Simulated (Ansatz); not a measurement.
## SrO (h-MgO type): zone-centre phonons and dielectric response

Perturbation theory with PBEsol in the PAW code Ansatz on the PBEsol cell, ground state and force constants on a 6×6×4 mesh. All values are calculated for a non-magnetic cell, which may be hypothetical.

The symmetry is P6_3/mmc (No. 194, hexagonal); a = 4.236 Å, c = 5.110 Å in the conventional setting, 19.85 Å³ an atom. Sr has 5 O at 2.45–2.55 Å; O has 5 Sr at 2.45–2.55 Å.

```
Sr O
1.0
     4.23561    0.00000    0.00000
    -2.11781    3.66815    0.00000
     0.00000    0.00000    5.10958
Sr O
2 2
Direct
  0.33333 0.66667 0.25000
  0.66667 0.33333 0.75000
  0.66667 0.33333 0.25000
  0.33333 0.66667 0.75000
```

Optical modes without the longitudinal term:
```json
{"ω (cm⁻¹)": "125", "degeneracy": "2", "IR intensity, summed over the level ((D/Å)²/amu)": "0.00"}
{"ω (cm⁻¹)": "188", "degeneracy": "1", "IR intensity, summed over the level ((D/Å)²/amu)": "0.00"}
{"ω (cm⁻¹)": "206", "degeneracy": "1", "IR intensity, summed over the level ((D/Å)²/amu)": "20.06"}
{"ω (cm⁻¹)": "288", "degeneracy": "1", "IR intensity, summed over the level ((D/Å)²/amu)": "0.00"}
{"ω (cm⁻¹)": "314", "degeneracy": "2", "IR intensity, summed over the level ((D/Å)²/amu)": "0.00"}
{"ω (cm⁻¹)": "316", "degeneracy": "2", "IR intensity, summed over the level ((D/Å)²/amu)": "30.35"}
```

The zone-centre optical frequencies run from 125 to 316 cm⁻¹, none imaginary (the rest of the zone wasn't tested). With the long-range field the highest mode reaches 469 cm⁻¹. By the program's warning the force constants, and with them frequencies and ε⁰, aren't converged on this mesh. Of the real levels 2 are infrared active, the strongest at 316 cm⁻¹.

The clamped-ion dielectric constant comes out as 3.40 along x and y, 3.46 along z. With the ions relaxed, ε⁰ is 7.5 along x and y, 16.1 along z. Born charges, averaged over directions: Sr +2.21, O -2.21 e.

For comparison, on the r2SCAN cell the mean ε∞ is 3.16 with r2SCAN (ground state on 6×6×4; least gap 3.03 eV), 3.36 with PBE (ground state on 6×6×4; least gap 2.66 eV).
